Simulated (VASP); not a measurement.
# TlCl (Pm-3m) in VASP: a series of runs

The runs below take TlCl through single point, relaxation of cell and atoms, with PBE+D3(BJ).

Program: VASP 6.6.1. These are calculated values, not measurements. Logs are shortened: lines on timing, memory, paths and dates and some standing lists are left out, and cuts for length are marked.

### 1 The structure

The structure is cubic, space group Pm-3m (No. 221). The conventional cell has a = 3.918 Å, b = 3.918 Å, c = 3.918 Å, α = 90.00°, β = 90.00°, γ = 90.00°. Around Tl (site symmetry m-3m) lie 8 Cl at 3.39 Å. Cl (site symmetry m-3m) is surrounded by 8 Tl at 3.39 Å.

### 2 Single point, PBE+D3(BJ)

The input, INCAR:

```
SYSTEM = TlCl
PREC = Accurate
ENCUT = 520
EDIFF = 1E-6
ISMEAR = 0
SIGMA = 0.05
LREAL = .FALSE.
LASPH = .TRUE.
NELM = 60
ALGO = Fast
ISIF = 2
LWAVE = .FALSE.
LCHARG = .FALSE.
GGA = PE
IVDW = 12
NBANDS = 17
```

The input, KPOINTS:

```
Automatic mesh
0
G
  8 8 8
  0 0 0
```

The input, POSCAR:

```
TlCl
1.0
    3.9176797104      0.0000000000      0.0000000000
    0.0000000000      3.9176797104      0.0000000000
    0.0000000000      0.0000000000      3.9176797104
Tl Cl
1 1
Direct
    0.0000000000      0.0000000000      0.0000000000
    0.5000000000      0.5000000000      0.5000000000
```

Potentials or basis: VASP PAW PBE potentials, release 64 (Tl_d, Cl).

Command:

```console
$ cat potpaw_PBE.64/Tl_d/POTCAR potpaw_PBE.64/Cl/POTCAR > POTCAR
$ mpirun -np 1 vasp_std > vasp.out
```

OUTCAR:

```text
SYSTEM = TlCl
   PREC = Accurate
   ENCUT = 520
   EDIFF = 1E-6
   ISMEAR = 0
   LREAL = .FALSE.
   LASPH = .TRUE.
   NELM = 60
   ISIF = 2
   GGA = PE
   IVDW = 12
 IVDW          = 12

 ion  position               nearest neighbor table
   1  0.000  0.000  0.000-   2 3.39   2 3.39   2 3.39   2 3.39   2 3.39   2 3.39   2 3.39   2 3.39

   2  0.500  0.500  0.500-   1 3.39   1 3.39   1 3.39   1 3.39   1 3.39   1 3.39   1 3.39   1 3.39

  LATTYP: Found a simple cubic cell.
 ALAT       =     3.9176797104

  Lattice vectors:

 A1 = (   3.9176797104,   0.0000000000,   0.0000000000)
 A2 = (   0.0000000000,   3.9176797104,   0.0000000000)
 A3 = (   0.0000000000,   0.0000000000,   3.9176797104)

Analysis of symmetry for initial positions (statically):
=====================================================================
 Subroutine PRICEL returns:
 Original cell was already a primitive cell.

 Routine SETGRP: Setting up the symmetry group for a
 simple cubic supercell.

 Subroutine GETGRP returns: Found 48 space group operations
 (whereof 48 operations were pure point group operations)
 out of a pool of 48 trial point group operations.

The static configuration has the point symmetry O_h .

Analysis of symmetry for dynamics (positions and initial velocities):
=====================================================================
 Subroutine PRICEL returns:
 Original cell was already a primitive cell.

 Routine SETGRP: Setting up the symmetry group for a
 simple cubic supercell.

 Subroutine GETGRP returns: Found 48 space group operations
 (whereof 48 operations were pure point group operations)
 out of a pool of 48 trial point group operations.

The dynamic configuration has the point symmetry O_h .

 Subroutine INISYM returns: Found 48 space group operations
 (whereof 48 operations are pure point group operations),
 and found     1 'primitive' translations

----------------------------------------------------------------------------------------

                                     Primitive cell

  volume of cell :      60.1294

  direct lattice vectors                    reciprocal lattice vectors
     3.917679710  0.000000000  0.000000000     0.255253128  0.000000000  0.000000000
     0.000000000  3.917679710  0.000000000     0.000000000  0.255253128  0.000000000
     0.000000000  0.000000000  3.917679710     0.000000000  0.000000000  0.255253128

  length of vectors
     3.917679710  3.917679710  3.917679710     0.255253128  0.255253128  0.255253128

  position of ions in fractional coordinates (direct lattice)
     0.000000000  0.000000000  0.000000000
     0.500000000  0.500000000  0.500000000

  ion indices of the primitive-cell ions
   primitive index   ion index
                 1           1
                 2           2

----------------------------------------------------------------------------------------

 KPOINTS: Automatic mesh

Automatic generation of k-mesh.
 Grid dimensions read from file:
 generate k-points for:    8    8    8

 Generating k-lattice:

  Cartesian coordinates                     Fractional coordinates (reciprocal lattice)
     0.031906641  0.000000000  0.000000000     0.125000000  0.000000000  0.000000000
     0.000000000  0.031906641  0.000000000     0.000000000  0.125000000  0.000000000
     0.000000000  0.000000000  0.031906641     0.000000000  0.000000000  0.125000000

  Length of vectors
     0.031906641  0.031906641  0.031906641

  Shift w.r.t. Gamma in fractional coordinates (k-lattice)
     0.000000000  0.000000000  0.000000000

 Subroutine IBZKPT returns following result:
 ===========================================

 Found     35 irreducible k-points:

 Following reciprocal coordinates:
            Coordinates               Weight
  0.000000  0.000000  0.000000      1.000000
  0.125000  0.000000  0.000000      6.000000
  0.250000  0.000000  0.000000      6.000000
  0.375000  0.000000  0.000000      6.000000
  0.500000  0.000000  0.000000      3.000000
  0.125000  0.125000  0.000000     12.000000
[... 16 lines left out ...]
  0.375000  0.375000  0.125000     24.000000
  0.500000  0.375000  0.125000     24.000000
 [... further k-points ...]
   k-points           NKPTS =     35   k-points in BZ     NKDIM =     35   number of bands    NBANDS=     17
   number of dos      NEDOS =    301   number of ions     NIONS =      2
   total plane-waves  NPLWV =  27000
   dimension x,y,z NGX =    30 NGY =   30 NGZ =   30
   dimension x,y,z NGXF=    60 NGYF=   60 NGZF=   60
   ions per type =               1   1
   NGX,Y,Z   is equivalent  to a cutoff of  12.73, 12.73, 12.73 a.u.
   NGXF,Y,Z  is equivalent  to a cutoff of  25.46, 25.46, 25.46 a.u.
 SYSTEM =  TlCl
   PREC   = accura    normal or accurate (medium, high low for compatibility)
   ISTART =      0    job   : 0-new  1-cont  2-samecut
   ICHARG =      2    charge: 1-file 2-atom 10-const
   ISPIN  =      1    spin polarized calculation?
   LNONCOLLINEAR =      F non collinear calculations
   LSORBIT =      F    spin-orbit coupling
   LASPH  =      T    aspherical Exc in radial PAW
   ENCUT  =  520.0 eV  38.22 Ry    6.18 a.u.   7.28  7.28  7.28*2*pi/ulx,y,z
   NELM   =     60;   NELMIN=  2; NELMDL= -5     # of ELM steps
   EDIFF  = 0.1E-05   stopping-criterion for ELM
   LREAL  =      F    real-space projection
   EDIFFG = 0.1E-04   stopping-criterion for IOM
   NSW    =      0    number of steps for IOM
   IBRION =     -1    ionic relax: 0-MD 1-quasi-New 2-CG
   NFREE  =      0    steps in history (QN), initial steepest desc. (CG)
   ISIF   =      2    stress and relaxation
   ISYM   =      2    0-nonsym 1-usesym 2-fastsym
   POTIM  = 0.5000    time-step for ionic-motion
   TEBEG  =    0.0;   TEEND  =   0.0 temperature during run
   PSTRESS=    0.0 pullay stress
   NELECT =      20.0000    total number of electrons
   NUPDOWN=      -1.0000    fix difference up-down
   EMIN   =  10.00;   EMAX   =-10.00  energy-range for DOS
   EFERMI =   0.00;   METHOD = LEGACY
   ISMEAR =     0;   SIGMA  =   0.05  broadening in eV -4-tet -1-fermi 0-gaus
   EFERMI_NEDOS =   21; number of points for ismear=-14 and -15
   IALGO  =     68    algorithm
   IMIX   =      4    mixing-type and parameters
     AMIX     =   0.40;   BMIX     =  1.00
     AMIX_MAG =   1.60;   BMIX_MAG =  1.00
  volume/ion in A,a.u.               =      30.06       202.89
  Fermi-wavevector in a.u.,A,eV,Ry     =   1.134286  2.143490 17.505320  1.286605
  Thomas-Fermi vector in A             =   2.270990
   LORBIT       =      0    0 simple, 1 ext, 2 COOP (PROOUT), +10 PAW based schemes
   GGA     = PE    functional components
   LHFCALC =     F    Hartree Fock is set to
   AEXX    =    0.0000 exact exchange contribution
   IVDW    =    12    specifies the selected vdW correction
   LEPSILON=     F    determine dielectric tensor
   LRPA    =     F    only Hartree local field effects (RPA)
 non-spin polarized calculation
 RMM-DIIS sequential band-by-band and
 Gauss-broadening in eV      SIGMA  =   0.05
  energy-cutoff  :      520.00
  volume of cell :       60.13
 maximum number of plane-waves:      1647
 NGX is ok and might be reduce to    30
   NGX = 15   NGY = 15   NGZ = 15

 number of electron      19.9999992 magnetization

 Free energy of the ion-electron system (eV)
  ---------------------------------------------------
  ext. energy  EPLUGINS =         0.00000000
  ---------------------------------------------------
  free energy    TOTEN  =        -6.01492371 eV

  energy without entropy =       -6.01492371  energy(sigma->0) =       -6.01492371

 E-fermi :   2.2177     XC(G=0):  -8.8255

 val. band max:        2.0170063098   @ k =   0.5000   0.0000   0.0000
 cond. band min:       4.2518893025   @ k =   0.5000   0.0000   0.0000
 fundamental gap:      2.2348829927
 Fermi energy:         2.2177376553

 k-point     1 :       0.0000    0.0000    0.0000
  band No.  band energies     occupation
      1     -11.3791      2.00000
      2      -7.8019      2.00000
      3      -7.8019      2.00000
      4      -7.5982      2.00000
      5      -7.5982      2.00000
      6      -7.5982      2.00000
[... 9 lines left out ...]
     16      13.8910      0.00000
     17      16.1788      0.00000

 k-point     2 :       0.1250    0.0000    0.0000
  band No.  band energies     occupation
      1     -11.3508      2.00000
      2      -7.8003      2.00000
      3      -7.7802      2.00000
      4      -7.6076      2.00000
      5      -7.6076      2.00000
      6      -7.5973      2.00000
[... 9 lines left out ...]
     16      14.7154      0.00000
     17      16.0044      0.00000

 k-point     3 :       0.2500    0.0000    0.0000
  band No.  band energies     occupation
      1     -11.2805      2.00000
      2      -7.7964      2.00000
      3      -7.7287      2.00000
      4      -7.6302      2.00000
      5      -7.6302      2.00000
      6      -7.5953      2.00000
[... 9 lines left out ...]
     16      15.1164      0.00000
     17      16.0343      0.00000

 k-point     4 :       0.3750    0.0000    0.0000
  band No.  band energies     occupation
      1     -11.2074      2.00000
      2      -7.7925      2.00000
      3      -7.6790      2.00000
      4      -7.6525      2.00000
      5      -7.6525      2.00000
      6      -7.5932      2.00000
[... 9 lines left out ...]
     16      14.1670      0.00000
     17      16.2142      0.00000
[... 343 lines left out ...]
      1     -11.1142      2.00000
      2      -7.7227      2.00000
      3      -7.6771      2.00000
      4      -7.6313      2.00000
      5      -7.6310      2.00000
      6      -7.6083      2.00000
[... 9 lines left out ...]
     16      13.8410      0.00000
     17      16.1136      0.00000

 k-point    23 :       0.3750    0.3750    0.1250
  band No.  band energies     occupation
      1     -11.0959      2.00000
      2      -7.7069      2.00000
      3      -7.6662      2.00000
      4      -7.6520      2.00000
      5      -7.6274      2.00000
      6      -7.5870      2.00000
[... 9 lines left out ...]
     16      13.6796      0.00000
     17      15.1392      0.00000

 k-point    24 :       0.5000    0.3750    0.1250
  band No.  band energies     occupation
      1     -11.0791      2.00000
      2      -7.7015      2.00000
      3      -7.6691      2.00000
      4      -7.6510      2.00000
      5      -7.6323      2.00000
      6      -7.5666      2.00000
[... 9 lines left out ...]
     16      13.5730      0.00000
     17      15.4603      0.00000

 [... further k-points ...]

------------------------ aborting loop because EDIFF is reached ----------------------------------------

 Edisp (eV)   -0.53512

 E8    (eV) :    -0.2474

  FORCE on cell =-STRESS in cart. coord.  units (eV):
  Direction    XX          YY          ZZ          XY          YZ          ZX
  --------------------------------------------------------------------------------------
  -------------------------------------------------------------------------------------
  Total      -0.03133    -0.03133    -0.03133     0.00000     0.00000     0.00000
  in kB      -0.83487    -0.83487    -0.83487     0.00000     0.00000     0.00000
  external pressure =       -0.83 kB  Pullay stress =        0.00 kB

 VOLUME and BASIS-vectors are now :
 -----------------------------------------------------------------------------
  energy-cutoff  :      520.00
  volume of cell :       60.13
      direct lattice vectors                 reciprocal lattice vectors
     3.917679710  0.000000000  0.000000000     0.255253128  0.000000000  0.000000000
     0.000000000  3.917679710  0.000000000     0.000000000  0.255253128  0.000000000
     0.000000000  0.000000000  3.917679710     0.000000000  0.000000000  0.255253128

 POSITION                                       TOTAL-FORCE (eV/Angst)
 -----------------------------------------------------------------------------------
      0.00000      0.00000      0.00000         0.000000      0.000000      0.000000
      1.95884      1.95884      1.95884         0.000000      0.000000      0.000000
 -----------------------------------------------------------------------------------
    total drift:                                0.000000      0.000000     -0.000000

  FREE ENERGIE OF THE ION-ELECTRON SYSTEM (eV)
  ---------------------------------------------------
  free  energy   TOTEN  =        -6.5500485515 eV

  energy  without entropy=       -6.5500485515  energy(sigma->0) =       -6.55004855
```

Run time: 19 s. Hardware: 1 thread of Intel Xeon 6975P-C (Granite Rapids), shared host; peak memory 0.19 GiB.

What came out:

```yaml
Free_energy: -6.5500 eV
Pressure: -0.1 GPa
Band_gap_on_the_k_mesh: 2.23 eV, direct
Dispersion_energy_per_atom: -0.268 eV
```

Caveat: spin-orbit coupling is left out, which as a rule narrows the gap of such compounds by several tenths of an eV. A k mesh can miss the band edges.

### 3 Single point, PBE+D3(BJ)

The input, INCAR:

```
  PREC = Accurate
  ENCUT = 520
  EDIFF = 1E-6
  ISMEAR = 0
  SIGMA = 0.02
  LREAL = F
  LASPH = T
  NELM = 60
  ALGO = Normal
  ISIF = 2
  LWAVE = F
  LCHARG = F
  GGA = PE
  IVDW = 12
  NBANDS = 17
```

The input, KPOINTS:

```
Automatic mesh
0
Gamma
  8 8 8
```

POSCAR is that of step 2.

Potentials or basis: VASP PAW PBE potentials, release 64 (Tl_d, Cl).

Command:

```console
$ cat potpaw_PBE.64/Tl_d/POTCAR potpaw_PBE.64/Cl/POTCAR > POTCAR
$ mpirun -np 1 vasp_std > vasp.out
```

OUTCAR:

```text
PREC = Accurate
   ENCUT = 520
   EDIFF = 1E-6
   ISMEAR = 0
   LREAL = F
   LASPH = T
   NELM = 60
   ISIF = 2
   GGA = PE
   IVDW = 12
 IVDW          = 12

 ion  position               nearest neighbor table
   1  0.000  0.000  0.000-   2 3.39   2 3.39   2 3.39   2 3.39   2 3.39   2 3.39   2 3.39   2 3.39

   2  0.500  0.500  0.500-   1 3.39   1 3.39   1 3.39   1 3.39   1 3.39   1 3.39   1 3.39   1 3.39

  LATTYP: Found a simple cubic cell.
 ALAT       =     3.9176797104

[... 670 lines left out ...]

------------------------ aborting loop because EDIFF is reached ----------------------------------------

 Edisp (eV)   -0.53512

 E8    (eV) :    -0.2474

  FORCE on cell =-STRESS in cart. coord.  units (eV):
  Direction    XX          YY          ZZ          XY          YZ          ZX
  --------------------------------------------------------------------------------------
  -------------------------------------------------------------------------------------
  Total      -0.02625    -0.02625    -0.02625     0.00000    -0.00000    -0.00000
  in kB      -0.69956    -0.69956    -0.69956     0.00000    -0.00000    -0.00000
  external pressure =       -0.70 kB  Pullay stress =        0.00 kB

 VOLUME and BASIS-vectors are now :
 -----------------------------------------------------------------------------
  energy-cutoff  :      520.00
  volume of cell :       60.13
      direct lattice vectors                 reciprocal lattice vectors
     3.917679710  0.000000000  0.000000000     0.255253128  0.000000000  0.000000000
     0.000000000  3.917679710  0.000000000     0.000000000  0.255253128  0.000000000
     0.000000000  0.000000000  3.917679710     0.000000000  0.000000000  0.255253128

 POSITION                                       TOTAL-FORCE (eV/Angst)
 -----------------------------------------------------------------------------------
      0.00000      0.00000      0.00000         0.000000      0.000000      0.000000
      1.95884      1.95884      1.95884         0.000000      0.000000      0.000000
 -----------------------------------------------------------------------------------
    total drift:                                0.000000      0.000000     -0.000000

  FREE ENERGIE OF THE ION-ELECTRON SYSTEM (eV)
  ---------------------------------------------------
  free  energy   TOTEN  =        -6.5500487673 eV

  energy  without entropy=       -6.5500487673  energy(sigma->0) =       -6.55004877
```

stdout:

```text
POSCAR found type information on POSCAR TlCl
 POSCAR found :  2 types and       2 ions
 scaLAPACK will be used
 LDA part: xc-table for (Slater+PW92), standard interpolation
 POSCAR, INCAR and KPOINTS ok, starting setup
 FFT: planning ... GRIDC
 FFT: planning ... GRID_SOFT
 FFT: planning ... GRID
 WAVECAR not read
 entering main loop
```

Wall time 16 s (1 thread of Intel Xeon 6975P-C (Granite Rapids), shared host); peak memory 0.19 GiB.

Results:

| Property | Result |
| --- | --- |
| Free energy | -6.5500 eV |
| Pressure | -0.1 GPa |
| Band gap on the k mesh | 2.24 eV, direct |
| Dispersion energy per atom | -0.268 eV |

Levels at points of the mesh, in eV from the valence-band top:
| k point | band 7 | band 8 | band 9 | band 10 | band 11 | band 12 | band 13 | band 14 |
| --- | --- | --- | --- | --- | --- | --- | --- | --- |
| (0.00, 0.00, 0.00) | -4.41 | -1.24 | -1.24 | -1.24 | 7.58 | 7.58 | 7.58 | 7.99 |
| (0.50, 0.00, 0.00) | -5.07 | -0.86 | -0.86 | 0.00 | 2.24 | 6.55 | 6.55 | 9.02 |
| (0.50, 0.50, 0.00) | -3.28 | -2.55 | -2.55 | -0.81 | 4.83 | 4.83 | 8.20 | 8.46 |
| (0.50, 0.50, 0.50) | -2.23 | -1.70 | -1.70 | -1.70 | 2.77 | 2.77 | 2.77 | 12.51 |

Caveat: spin-orbit coupling is left out, which as a rule narrows the gap of such compounds by several tenths of an eV. A k mesh can miss the band edges.

[end of part 1 of 2]
